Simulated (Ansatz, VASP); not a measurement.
## ZnO (zincite) in VASP and in Ansatz

```
Zn O
1.0
     3.24931    0.00000    0.00000
    -1.62465    2.81398    0.00000
     0.00000    0.00000    5.20571
Zn O
2 2
Direct
  0.66667 0.33333 0.00000
  0.33333 0.66667 0.50000
  0.33333 0.66667 0.87901
  0.66667 0.33333 0.37901
```

Alike in both runs: functional PBEsol; k mesh 9 × 9 × 5; occupations fermi-dirac, width 0.05 eV; no spin polarisation.

```csv
,VASP,Ansatz
version,VASP 6.6.1,Ansatz 0.2.0
potentials or method,"VASP PAW PBE potentials, release 64 (Zn, O), cutoff 520 eV","all-electron LAPW, scalar-relativistic"
task,single point,band structure
```

VASP gave:

```
gap on the k mesh at the Fermi level (eV)       : 0.68
least direct gap on the mesh (eV)               : 0.68
pressure (GPa)                                  : -0.6
largest component of the traceless stress (GPa) : 1.15
rms of the force components (eV/Å)              : 0.038
```

Task: What did Ansatz give for the same quantities?

Result: gap on the k mesh at the Fermi level (eV): 0.72; least direct gap on the mesh (eV): 0.72; pressure (GPa): -1.5; largest component of the traceless stress (GPa): 1.10; rms of the force components (eV/Å): 0.036.

Atom by atom the forces differ by 0.002 eV/Å (rms over components). Ansatz ran all-electron here, so the differences hold the error of VASP's frozen core and of both bases.

Caveats: the PAW data sets were made with another functional, which shifts forces and pressure a little (VASP).
